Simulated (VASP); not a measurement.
A run of VASP 6.6.1 is set up as follows.

File INCAR:

```
ALGO = Normal ; EDIFF = 1E-6
ENCUT = 520 ; GGA = PE
ISIF = 2 ; ISMEAR = 0
ISYM = 0 ; LASPH = T
LCHARG = F ; LREAL = F
LWAVE = F ; NBANDS = 16
NELM = 60 ; PREC = Accurate
SIGMA = 0.1
```

The input KPOINTS:

```
k-points
0
Gamma
  8 6 16
```

POSCAR

```
GaSb
1.0
    4.3938492945      0.0000000000      0.0000000000
    0.0000000000      6.2138412632      0.0000000000
    2.1969246472     -3.1069206316      2.1969246472
Ga Sb
1 1
Direct
    0.0000000000      0.0000000000      0.0000000000
    0.5000000000      0.7500000000      0.0000000000
```

Potentials or basis: VASP PAW PBE potentials, release 64 (Ga_d, Sb).

Run with:

```console
$ cat potpaw_PBE.64/Ga_d/POTCAR potpaw_PBE.64/Sb/POTCAR > POTCAR
$ mpirun -np 1 vasp_std > vasp.out
```

Problem. What does it give for the pressure?

Solution. 0.1 GPa.

Problem. Predict the band gap on the k mesh.

Solution. Zero (filled and empty bands touch).

Caveat: semilocal functionals underestimate gaps, so a narrow gap can read as zero; spin-orbit coupling is left out, which moves the levels of the heavy elements.

**Measured values to compare with.**

From a printed reference work, data compilation, for a bulk crystal of GaSb at 4.2 K: band gap 0.811 eV (direct).

Measured gap of GaSb: 0.811 eV (direct; 4.2 K; a printed reference work, data compilation). This calculation gives 0.00 eV (-0.81 eV). Spin-orbit coupling on Ga, Sb is left out. The value is that of PBE on a finite k mesh, which can miss the band edges, without temperature or zero-point motion. Semilocal functionals fall short of measured gaps as a rule.
